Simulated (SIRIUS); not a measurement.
# Ir (Fm-3m) in SIRIUS: convergence with core states

Aim: find how far core states must go before the results for Ir settle, at LDA. This setting moves, with any that are tied to it; all else stays.

Program: SIRIUS 7.12.0. These are calculated values, not measurements. Logs are shortened: lines on timing, memory, paths and dates and some standing lists are left out, and cuts for length are marked. The log counts tension as positive stress, the text compression.

## Step 1: The crystal as given

The structure is cubic, space group Fm-3m (No. 225). The conventional cell has a = 3.831 Å, b = 3.831 Å, c = 3.831 Å, α = 90.00°, β = 90.00°, γ = 90.00°. Ir (site symmetry m-3m) has 12 Ir at 2.71 Å as nearest neighbours.

## Step 2: With core states Ir 1s2s2p3s3p3d4s4p4d5s

The input, sirius.json:

```json
{
  "control": {
    "processing_unit": "cpu",
    "std_evp_solver_name": "lapack",
    "gen_evp_solver_name": "lapack",
    "verbosity": 2,
    "print_forces": true,
    "ortho_rf": true,
    "use_second_variation": true,
    "rmt_max": 3.0,
    "num_bands_to_print": 23,
    "save_wf": true
  },
  "parameters": {
    "electronic_structure_method": "full_potential_lapwlo",
    "xc_functionals": ["XC_LDA_X", "XC_LDA_C_PW"],
    "core_relativity": "dirac",
    "valence_relativity": "iora",
    "num_fv_states": 23,
    "smearing": "fermi_dirac",
    "smearing_width": 0.0018374661,
    "pw_cutoff": 20,
    "gk_cutoff": 3.65,
    "lmax_apw": 11,
    "lmax_rho": 8,
    "lmax_pot": 8,
    "num_mag_dims": 0,
    "auto_rmt": 0,
    "ngridk": [12, 12, 12],
    "shiftk": [0, 0, 0],
    "num_dft_iter": 80,
    "energy_tol": 1e-07,
    "density_tol": 1e-05,
    "use_symmetry": true
  },
  "settings": {"tol_ne": 1e-10},
  "iterative_solver": {"type": "exact"},
  "mixer": {"type": "anderson", "beta": 0.5, "max_history": 8},
  "unit_cell": {
    "lattice_vectors": [[0.0, 3.6199593643, 3.6199593643], [3.6199593643, 0.0, 3.6199593643], [3.6199593643, 3.6199593643, 0.0]],
    "atom_types": ["Ir"],
    "atom_files": {"Ir": "Ir.json"},
    "atoms": {"Ir": [[0.0, 0.0, 0.0]]}
  }
}
```

The input, Ir.json:

```json
{
  "name": "iridium",
  "symbol": "Ir",
  "number": 77,
  "mass": 192.217,
  "rmin": 1e-06,
  "rmt": 2.52,
  "nrmt": 800,
  "rinf": 13.6,
  "core": "1s2s2p3s3p3d4s4p4d5s",
  "valence": [
    {"basis": [{"enu": 0.28, "dme": 0, "n": 0, "auto": 0}, {"enu": 0.28, "dme": 1, "n": 0, "auto": 0}]},
    {"l": 0, "n": 1, "basis": [{"enu": 0.38, "dme": 0, "n": 0, "auto": 0}]},
    {"l": 1, "n": 2, "basis": [{"enu": 0.38, "dme": 0, "n": 0, "auto": 0}]},
    {"l": 2, "n": 3, "basis": [{"enu": 0.38, "dme": 0, "n": 0, "auto": 0}]},
    {"l": 3, "n": 4, "basis": [{"enu": 0.38, "dme": 0, "n": 0, "auto": 0}]},
    {"l": 4, "n": 5, "basis": [{"enu": 0.38, "dme": 0, "n": 0, "auto": 0}]}
  ],
  "lo": [
    {"l": 0, "basis": [{"enu": 0.38, "dme": 0, "n": 0, "auto": 0}, {"enu": 0.38, "dme": 1, "n": 0, "auto": 0}]},
    {"l": 0, "basis": [{"enu": 0.38, "dme": 1, "n": 0, "auto": 0}, {"enu": 0.38, "dme": 2, "n": 0, "auto": 0}]},
    {"l": 0, "basis": [{"enu": 0.38, "dme": 0, "n": 0, "auto": 0}, {"enu": 2.2696, "dme": 0, "n": 0, "auto": 0}]},
    {"l": 1, "basis": [{"enu": 0.38, "dme": 0, "n": 0, "auto": 0}, {"enu": 0.38, "dme": 1, "n": 0, "auto": 0}]},
    {
      "l": 1,
      "basis": [{"enu": -1.3921, "dme": 0, "n": 5, "auto": 1}, {"enu": -1.3921, "dme": 1, "n": 5, "auto": 1}]
    },
    {
      "l": 1,
      "basis": [{"enu": -1.3921, "dme": 1, "n": 5, "auto": 1}, {"enu": 0.38, "dme": 0, "n": 0, "auto": 0}]
    },
    {"l": 1, "basis": [{"enu": 0.38, "dme": 0, "n": 0, "auto": 0}, {"enu": 3.2775, "dme": 0, "n": 0, "auto": 0}]},
    {"l": 2, "basis": [{"enu": 0.38, "dme": 0, "n": 0, "auto": 0}, {"enu": 0.38, "dme": 1, "n": 0, "auto": 0}]},
    {"l": 2, "basis": [{"enu": 0.38, "dme": 1, "n": 0, "auto": 0}, {"enu": 0.38, "dme": 2, "n": 0, "auto": 0}]},
    {"l": 2, "basis": [{"enu": 0.38, "dme": 0, "n": 0, "auto": 0}, {"enu": 2.8365, "dme": 0, "n": 0, "auto": 0}]},
    {"l": 3, "basis": [{"enu": 0.38, "dme": 0, "n": 0, "auto": 0}, {"enu": 0.38, "dme": 1, "n": 0, "auto": 0}]},
    {
      "l": 3,
      "basis": [{"enu": -1.6896, "dme": 0, "n": 4, "auto": 1}, {"enu": -1.6896, "dme": 1, "n": 4, "auto": 1}]
    },
    {
      "l": 3,
      "basis": [{"enu": -1.6896, "dme": 1, "n": 4, "auto": 1}, {"enu": 0.38, "dme": 0, "n": 0, "auto": 0}]
    },
    {"l": 3, "basis": [{"enu": 0.38, "dme": 0, "n": 0, "auto": 0}, {"enu": 4.0333, "dme": 0, "n": 0, "auto": 0}]},
    {"l": 4, "basis": [{"enu": 0.38, "dme": 0, "n": 0, "auto": 0}, {"enu": 0.38, "dme": 1, "n": 0, "auto": 0}]},
    {"l": 4, "basis": [{"enu": 0.38, "dme": 0, "n": 0, "auto": 0}, {"enu": 3.4034, "dme": 0, "n": 0, "auto": 0}]}
  ],
  "free_atom": [... radial grid and density of the free atom, the start of the SCF ...]
}
```

The input, sirius_start.json:

```json
{
  "control": {
    "processing_unit": "cpu",
    "std_evp_solver_name": "lapack",
    "gen_evp_solver_name": "lapack",
    "verbosity": 1,
    "print_forces": false,
    "ortho_rf": true,
    "use_second_variation": true,
    "rmt_max": 3.0,
    "num_bands_to_print": 23,
    "save_wf": false
  },
  "parameters": {
    "electronic_structure_method": "full_potential_lapwlo",
    "xc_functionals": ["XC_LDA_X", "XC_LDA_C_PW"],
    "core_relativity": "dirac",
    "valence_relativity": "iora",
    "num_fv_states": 23,
    "smearing": "fermi_dirac",
    "smearing_width": 0.0055123983,
    "pw_cutoff": 20,
    "gk_cutoff": 2.92,
    "lmax_apw": 11,
    "lmax_rho": 8,
    "lmax_pot": 8,
    "num_mag_dims": 0,
    "auto_rmt": 0,
    "ngridk": [5, 5, 5],
    "shiftk": [0, 0, 0],
    "num_dft_iter": 30,
    "energy_tol": 0.01,
    "density_tol": 0.05,
    "use_symmetry": true
  },
  "settings": {"tol_ne": 1e-10},
  "iterative_solver": {"type": "exact"},
  "mixer": {"type": "anderson", "beta": 0.5, "max_history": 8},
  "unit_cell": {
    "lattice_vectors": [[0.0, 3.6199593643, 3.6199593643], [3.6199593643, 0.0, 3.6199593643], [3.6199593643, 3.6199593643, 0.0]],
    "atom_types": ["Ir"],
    "atom_files": {"Ir": "Ir.json"},
    "atoms": {"Ir": [[0.0, 0.0, 0.0]]}
  }
}
```

Potentials or basis: all-electron FP-LAPW, apw+lo standard.

Launch:

```sh
> OMP_NUM_THREADS=1 sirius.scf --input=sirius_start.json --output=start.json
> OMP_NUM_THREADS=1 sirius.scf --input=sirius.json --output=output.json --task=1
```

The log of the run:

```text
[info] SIRIUS version : 7.12.0
[info] number of MPI ranks           : 1
[info] MPI grid                      : 1 1
[info] maximum number of OMP threads : 1
[fft] FFT context for density and potential
[fft] =====================================
[fft]   plane wave cutoff                     : 20
[fft]   grid size                             : 36 36 36   total : 46656
[fft]   grid limits                           : -17 18   -17 18   -17 18
[fft]   number of G-vectors within the cutoff : 12891
[fft]   number of G-shells                    : 381
[fft] FFT context for coarse grid
[fft] =====================================
[fft]   plane wave cutoff                     : 7.3
[fft]   grid size                             : 15 15 15   total : 3375
[fft]   grid limits                           : -7 7   -7 7   -7 7
[fft]   number of G-vectors within the cutoff : 609
[fft]   number of G-shells                    : 30
[unit cell] lattice vectors
[unit cell]   a1 :       0.0000000000      3.6199593643      3.6199593643
[unit cell]   a2 :       3.6199593643      0.0000000000      3.6199593643
[unit cell]   a3 :       3.6199593643      3.6199593643      0.0000000000
[unit cell] reciprocal lattice vectors
[unit cell]   b1 :      -0.8678530164      0.8678530164      0.8678530164
[unit cell]   b2 :       0.8678530164     -0.8678530164      0.8678530164
[unit cell]   b3 :       0.8678530164      0.8678530164     -0.8678530164
[unit cell] unit cell volume :        94.87266100 [a.u.^3]
[unit cell] 1/sqrt(omega)    :         0.10266667
[unit cell] MT volume        :        67.03324316 (70.66%)
[unit cell] IT volume        :        27.83941784 (29.34%)
[unit cell] number of atom types : 1
[unit cell] type id : 0 symbol : Ir mt_radius :   2.520000 num_atoms : 1
[unit cell] total number of atoms : 1
[unit cell] number of symmetry classes : 1
[unit cell] atom id  type id  class id             position                      vector_field
[unit cell] ------------------------------------------------------------------------------------------
[unit cell]      0        0        0      0.00000   0.00000   0.00000      0.00000   0.00000   0.00000
[unit cell] atom id         position (Cartesian, a.u.)
[unit cell] ---------------------------------------------
[unit cell]      0       0.000000    0.000000    0.000000
[unit cell] class id : 0 atom id : 0
[unit cell] minimum bond length:     5.119396
[... 334 lines left out ...]
[diagonalize] ik:   68   -1.404233   -1.404200   -1.404176   -1.404112   -1.404071   -1.403961   -1.403445   -1.288977   -1.210473   -1.204949   -1.196291    0.296492    0.332478    0.387176    0.498355    0.623006    0.796619    0.836694    0.943611    1.055871    1.368199    1.446865    1.568804
[diagonalize] ik:   69   -1.404249   -1.404208   -1.404166   -1.404110   -1.404071   -1.403939   -1.403451   -1.288983   -1.209000   -1.206513   -1.195269    0.309406    0.345913    0.361976    0.492259    0.608528    0.759054    0.910040    0.915561    1.082018    1.346844    1.423138    1.635553
[diagonalize] ik:   70   -1.404213   -1.404193   -1.404188   -1.404134   -1.404046   -1.403996   -1.403440   -1.288970   -1.212788   -1.202381   -1.197371    0.276759    0.309497    0.428998    0.520395    0.639043    0.795617    0.841311    0.910869    1.033657    1.430713    1.448776    1.476705
[diagonalize] ik:   71   -1.404203   -1.404203   -1.404190   -1.404091   -1.404091   -1.403992   -1.403441   -1.288970   -1.207633   -1.207633   -1.197488    0.299030    0.361015    0.361015    0.483931    0.639109    0.834506    0.867722    0.867722    1.040336    1.433311    1.433311    1.537224
[generate_core_charge_density] atom class : 0
[generate_core_charge_density]   n,l,k : 1 0 1  energy :       -2790.61238969
[generate_core_charge_density]   n,l,k : 2 0 1  energy :        -487.17629083
[generate_core_charge_density]   n,l,k : 2 1 1  energy :        -466.74693299
[generate_core_charge_density]   n,l,k : 2 1 2  energy :        -406.99073251
[generate_core_charge_density]   n,l,k : 3 0 1  energy :        -113.26548484
[generate_core_charge_density]   n,l,k : 3 1 1  energy :        -104.10313231
[generate_core_charge_density]   n,l,k : 3 1 2  energy :         -91.01926841
[generate_core_charge_density]   n,l,k : 3 2 2  energy :         -75.68584773
[generate_core_charge_density]   n,l,k : 3 2 3  energy :         -72.85608266
[generate_core_charge_density]   n,l,k : 4 0 1  energy :         -23.43210671
[generate_core_charge_density]   n,l,k : 4 1 1  energy :         -19.56792267
[generate_core_charge_density]   n,l,k : 4 1 2  energy :         -16.46112212
[generate_core_charge_density]   n,l,k : 4 2 2  energy :         -10.11940636
[generate_core_charge_density]   n,l,k : 4 2 3  energy :          -9.54257072
[generate_core_charge_density]   n,l,k : 5 0 1  energy :          -2.75743660
[find] Total energy                   :  -17851.78895093 (Ha),  -35703.57790186 (Ry)
[find] iteration : 1, RMS (target) : 3.7875e-02 (1.0000e-05) , energy difference (target) : -3.6981e-04 (1.0000e-07)
[... 62 lines left out ...]
[find] valence_eval_sum               :     -26.57960646
[find] core_eval_sum                  :  -10909.62911687
[find] kinetic energy                 :   20339.15520453
[find] enuc                           :  -22439.27261502
[find] <rho|V^{XC}>                   :    -450.53236305
[find] <rho|E^{XC}>                   :    -339.38293949
[find] <mag|B^{XC}>                   :       0.00000000
[find] <rho|V^{H}>                    :  -30824.83156481
[find] smearing (-TS)                 :      -0.00019588
[find] SCF correction                 :      -0.00000003
[find] Total energy                   :  -17851.91613242 (Ha),  -35703.83226483 (Ry)
[find] Free energy (E-TS)             :  -17851.91632830 (Ha),  -35703.83265659 (Ry)
[find] band gap (eV)                  :       0.00000000
[find] Efermi                         :       0.49233146
[find] iteration : 28, RMS (target) : 1.4882e-09 (1.0000e-05) , energy difference (target) : 3.7857e-08 (1.0000e-07)
[find] converged after 29 SCF iterations!
Warning in function "check_num_electrons" at src/density/density.cpp:1179
wrong number of electrons
  obtained value : 76.9987
  target value : 77
  difference : 0.00127879
  total core leakage : 0.0012755
    atom class : 0, core leakage : 0.0012755
[find] Charges and magnetic moments
[find] --------------------------------------------------------------------------------
[find] atom      charge    core leakage
[find] --------------------------------------------------------------------------------
[find]    0   75.642491    1.275500e-03
[find] total core leakage    : 1.27550011e-03
[find] interstitial charge   : 1.356230
[find] total charge          : 76.998721
[find] Energy
[find] --------------------------------------------------------------------------------
[find] valence_eval_sum               :     -26.57960646
[find] core_eval_sum                  :  -10909.62911687
[find] kinetic energy                 :   20339.15520453
[find] enuc                           :  -22439.27261502
[find] <rho|V^{XC}>                   :    -450.53236305
[find] <rho|E^{XC}>                   :    -339.38293949
[find] <mag|B^{XC}>                   :       0.00000000
[find] <rho|V^{H}>                    :  -30824.83156481
[find] smearing (-TS)                 :      -0.00019588
[find] SCF correction                 :      -0.00000003
[find] Total energy                   :  -17851.91613242 (Ha),  -35703.83226483 (Ry)
[find] Free energy (E-TS)             :  -17851.91632830 (Ha),  -35703.83265659 (Ry)
[find] band gap (eV)                  :       0.00000000
[find] Efermi                         :       0.49233146
[ground_state]
[ground_state] ==== total Forces in Ha/bohr =====
[ground_state] atom:    0, force:       0.0000000      0.0000000      0.0000000
[ground_state] ==== contribution from density =====
[ground_state] atom:    0, force:       0.0000000      0.0000000      0.0000000
[ground_state] ==== contribution from Hartree potential =====
[ground_state] atom:    0, force:       0.0000000      0.0000000      0.0000000
[ground_state] ==== contribution from IBS =====
[ground_state] atom:    0, force:       0.0000000      0.0000000      0.0000000
```

Run time: 1.9 min. Hardware: 1 thread of Arm Neoverse V1, shared host; peak memory 0.34 GiB.

What came out:

```yaml
Free_energy: -485775.3904 eV
Band_gap_on_the_k_mesh: none (metal or under the smearing width)
All_electrons_inside_the_program's_atomic_spheres: Ir 75.64 (radii Ir 2.52 bohr)
```

(Continued in part 2 of 2.)
